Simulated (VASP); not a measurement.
Here is a VASP 6.6.1 calculation.

Contents of INCAR:

```
SYSTEM = InSe
PREC = Accurate ; ENCUT = 600
EDIFF = 1E-7 ; ISMEAR = 0
SIGMA = 0.03 ; LREAL = .FALSE.
LASPH = .TRUE. ; NELM = 80
ALGO = Normal ; ISIF = 3
LWAVE = .FALSE. ; LCHARG = .FALSE.
GGA = CA ; IBRION = 2
NSW = 90 ; EDIFFG = -0.005
KPAR = 2
```

The input KPOINTS:

```
Automatic mesh
0
G
  9 9 2
  0 0 0
```

The input POSCAR:

```
InSe                                    
1.0
    3.9677855476      0.0000000000      0.0000000000
   -1.9838927738      3.4362030810     -0.0000000000
    0.0000000000      0.0000000000     16.4840187639
  In              Se            
     4     4
Direct
     0.3333333332999970    0.6666666667000030    0.1667681075436339
     0.6666666667000030    0.3333333332999970    0.6667681075436342
     0.3333333332999970    0.6666666667000030    0.3332318924563660
     0.6666666667000030    0.3333333332999970    0.8332318924563658
     0.3333333332999970    0.6666666667000030    0.5894191996921579
     0.6666666667000030    0.3333333332999970    0.0894191996921580
     0.3333333332999970    0.6666666667000030    0.9105808003078421
     0.6666666667000030    0.3333333332999970    0.4105808003078419
```

Potentials or basis: VASP PAW LDA potentials, release 64 (In_d, Se).

Command:

```sh
$ cat potpaw_LDA.64/In_d/POTCAR potpaw_LDA.64/Se/POTCAR > POTCAR
$ mpirun -np 2 vasp_std > vasp.out
```

(1) What does it give for the band gap on the k mesh?

(2) What does it give for the space group after relaxing (to 0.05 Å)?

(3) What does it give for the relaxed cell?

(4) What does it give for the relaxed volume?

Results:

(1) 0.30 eV, direct.

(2) P6_3/mmc (No. 194).

(3) a = 3.968 Å, b = 3.968 Å, c = 16.484 Å, α = 90.00°, β = 90.00°, γ = 120.00°.

(4) 28.10 Å³/atom.

Caveat: spin-orbit coupling is left out, which moves the levels of the heavy elements.
